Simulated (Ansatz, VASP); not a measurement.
# Two plane-wave programs on TlBr

The input INCAR:

```
PREC = Accurate
ENCUT = 520
EDIFF = 1E-6
ISMEAR = 0
SIGMA = 0.05
LREAL = False
LASPH = True
NELM = 100
ALGO = Normal
ISIF = 2
LWAVE = False
LCHARG = True
METAGGA = R2SCAN
LMIXTAU = True
LELF = True
LVHAR = True
NBANDS = 17
```

File KPOINTS:

```
Automatic mesh
0
Gamma
  8 8 8
```

Contents of POSCAR:

```
TlBr
1.0
    3.9700000000      0.0000000000      0.0000000000
    0.0000000000      3.9700000000      0.0000000000
    0.0000000000      0.0000000000      3.9700000000
Tl Br
1 1
Direct
    0.0000000000      0.0000000000      0.0000000000
    0.5000000000      0.5000000000      0.5000000000
```

Input for Ansatz:

```yaml
crystal:
  lattice:
    - [3.97, 0.0, 0.0]
    - [0.0, 3.97, 0.0]
    - [0.0, 0.0, 3.97]
  atoms:
    - { symbol: Tl, position: [0.0, 0.0, 0.0] }
    - { symbol: Br, position: [0.5, 0.5, 0.5] }
basis:
  ecutwfc: 500
kpoints:
  mp_grid: { grid: [8, 8, 8] }
hamiltonian:
  xc: r2scan
scf:
  occupations: { method: gaussian, width: 0.05 }
output:
  forces: true
  stress: true
  eigenvalues: true
```

Alike in both runs: task single point; functional r2SCAN; k mesh 8 × 8 × 8; occupations gaussian, width 0.05 eV; no spin polarisation.

|  | VASP | Ansatz |
| --- | --- | --- |
| version | VASP 6.6.1 | Ansatz 0.2.0 |
| potentials or method | VASP PAW PBE potentials, release 64 (Tl_d, Br) | scalar-relativistic, plane waves, PAW |
| plane-wave cutoff (eV) | 520 | 500 |
| valence electrons in the cell | 20 | 20 |

```tsv
	VASP	Ansatz	Ansatz less VASP
gap on the k mesh at the Fermi level (eV)	2.29	2.28	-0.014
least direct gap on the mesh (eV)	2.29	2.28	-0.014
pressure (GPa)	0.9	0.5	-0.40
```

Caveats: the PAW data sets were made with another functional, which shifts forces and pressure a little (VASP); spin-orbit coupling is left out, which as a rule narrows the gap of such compounds by several tenths of an eV. r2SCAN opens gaps a little over a GGA but as a rule still falls short of measured ones. A k mesh can miss the band edges.
